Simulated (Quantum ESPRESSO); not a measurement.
In: work function with PBE

In, a slab with vacuum:

```xyz
5
Lattice="3.3355 0.0000 0.0000 -1.6677 2.8886 0.0000 0.0000 0.0000 26.0183" Properties=species:S:1:pos:R:3 pbc="T T T"
In    1.6677    0.9629    7.5000
In    0.0000    1.9257   10.2546
In    1.6677    0.9629   13.0091
In    0.0000    1.9257   15.7637
In    1.6677    0.9629   18.5183
```

```json
{
 "Program": "Quantum ESPRESSO 7.5",
 "Task": "work function",
 "Functional": "PBE",
 "Potentials or basis": "PseudoDojo 0.4.1 SR PBE standard",
 "Cutoff": "952 eV",
 "Density cutoff": "3810 eV",
 "k mesh": "9 × 9 × 1",
 "Occupations": "fermi-dirac, width 0.05 eV",
 "Spin": "no spin polarisation",
 "Boundary across the vacuum": "none",
 "Mixing mode": "local-TF",
 "Mixing beta": "0.3",
 "Most SCF iterations": "150",
 "SCF threshold": "5e-09 Ry"
}
```

```json
{"Largest force": "0.128 eV/Å", "Band gap on the k mesh": "none (metal or under the smearing width)", "Work function of the upper face": "3.85 eV", "Work function of the lower face": "3.85 eV"}
```

Forces in eV/Å, atoms in the order of the input:
```
In   0.000  0.000 -0.128
In   0.000  0.000  0.009
In   0.000  0.000  0.000
In   0.000  0.000 -0.009
In   0.000  0.000  0.128
```

Levels at points of the mesh, in eV from the Fermi level:
```
           k point  band 30  band 31  band 32  band 33  band 34  band 35
(0.00, 0.00, 0.00)    -5.26    -2.66    -0.81     1.31     2.99     3.88
```

It took 2.7 min on 2 MPI ranks on Arm Neoverse V1, with other jobs on the host, peak memory 0.6 GiB a rank.
